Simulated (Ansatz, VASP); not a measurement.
**Two plane-wave programs on TaN**

File INCAR:

```
PREC     = Accurate       # precision mode
ENCUT    = 520            # plane-wave cutoff, eV
EDIFF    = 1E-6           # SCF threshold, eV
ISMEAR   = 0              # smearing method
SIGMA    = 0.15           # smearing width, eV
LREAL    = F              # projectors in reciprocal space
LASPH    = T              # aspherical terms in the spheres
NELM     = 100            # most SCF steps
ALGO     = Normal         # electronic algorithm
ISIF     = 2              # what is computed and relaxed
LWAVE    = F              # write WAVECAR
LCHARG   = T              # write CHGCAR
GGA      = PE             # functional
LELF     = T              # ELF
LVHAR    = T            
NBANDS   = 15             # bands
```

Contents of KPOINTS:

```
Automatic mesh
0
Gamma
  18 18 18
```

POSCAR

```
TaN
1.0
    0.0000000000      2.2334750000      2.2879500000
    2.2334750000      0.0000000000      2.2879500000
    2.2334750000      2.2334750000      0.0000000000
Ta N
1 1
Direct
    0.5000000000      0.5000000000      0.5000000000
    0.0000000000      0.0000000000      0.0000000000
```

Input for Ansatz:

```yaml
crystal:
  lattice:
    - [0.0, 2.233475, 2.28795]
    - [2.233475, 0.0, 2.28795]
    - [2.233475, 2.233475, 0.0]
  atoms:
    - { symbol: Ta, position: [0.5, 0.5, 0.5] }
    - { symbol: "N", position: [0.0, 0.0, 0.0] }
basis:
  ecutwfc: 420
kpoints:
  mp_grid: { grid: [18, 18, 18] }
hamiltonian:
  xc: pbe
scf:
  occupations: { method: gaussian, width: 0.15 }
output:
  forces: true
  stress: true
  eigenvalues: true
```

Change from the starting cell: strain +0.025 along x and y, +0.050 along z, atoms carried along.

Alike in both runs: task single point; functional PBE; k mesh 18 × 18 × 18; occupations gaussian, width 0.15 eV; no spin polarisation.

|  | VASP | Ansatz |
| --- | --- | --- |
| version | VASP 6.6.1 | Ansatz 0.2.0 |
| potentials or method | VASP PAW PBE potentials, release 64 (Ta_pv, N) | scalar-relativistic, plane waves, PAW |
| plane-wave cutoff (eV) | 520 | 420 |
| valence electrons in the cell | 16 | 18 |

|  | VASP | Ansatz | Ansatz less VASP |
| --- | --- | --- | --- |
| gap on the k mesh at the Fermi level (eV) | none | none | - |
| pressure (GPa) | -15.7 | -16.3 | -0.58 |
| largest component of the traceless stress (GPa) | 6.01 | 5.98 | -0.028 |

A gap of «none» marks a metal or a gap that the smearing closes. The two sets of potentials don't hold the same shells in valence.

Caveats: so large a pressure means that the cell lies far from this level's equilibrium, or that cutoff or potentials fall short (VASP). The runs have no spin-orbit coupling, so splittings on Ta are missing.
